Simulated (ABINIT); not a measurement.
Planning a run of ABINIT 10.8.3 on CaO (Lime). The input:

```
acell 3*1.0 Angstrom
rprim 
  -0.000000000000 2.406500000000 2.406500000000
  2.406500000000 -0.000000000000 2.406500000000
  2.406500000000 2.406500000000 -0.000000000000
ntypat 2
znucl 20 8
natom 2
typat 1 2
xred 
  0.000000000000 0.000000000000 0.000000000000
  0.500000000000 0.500000000000 0.500000000000
pp_dirpath "pseudos"
pseudos "Ca.upf, O.upf"
ecut 36
ngkpt 6 6 6
nshiftk 1
shiftk 0 0 0
kptopt 1
chksymbreak 0
istwfk *1
occopt 1
irdwfk 1
optdriver 4
nband 243
gwcalctyp 1
ecutsigx 36
symsigma 1
nkptgw 2
kptgw 
  0.0000000000 0.0000000000 0.0000000000
  0.5000000000 0.5000000000 0.0000000000
bdgw 
  6 12
  7 10
ecuteps 11.2
irdscr 1
nomegasi 12
omegasimax 25 eV
gwmem 01
indata_prefix "in"
outdata_prefix "out"
tmpdata_prefix "tmp"
```

```sh
OMP_NUM_THREADS=1 mpirun -n 8 abinit run.abi > log
```

Question: How long will it take on 8 MPI ranks of Arm Neoverse N1, shared host, and how much memory?

It took 45 s; on shared hardware allow 23 s to 90 s. Peak host memory was 2.8 GiB.

[Paths, hosts, dates, memory and timing lines, banners, echoed tables and standing remarks are left out of the program output.]

[Logs are printed without paths, hosts, clocks, repeated set-up lines and the standing remarks that a program may print on its own settings, such as how far it seeks lower states.]

[Runs of the session that timed out or met a known fault of the program may be left out.]

[Hosts, paths, dates, database ids (printed as entryN), source tags and the programs' standing remarks are cut or masked in the printed files.]

[G0W0 gaps are taken among the corrected bands and points alone; a level outside them can change the order at an edge.]

[Where Ansatz stands beside ABINIT at settings called matched, ABINIT's density can come from a denser mesh and the files from another edition; pairs whose starting gaps differed by over 0.03 eV were left out, so agreement reads better than it is.]
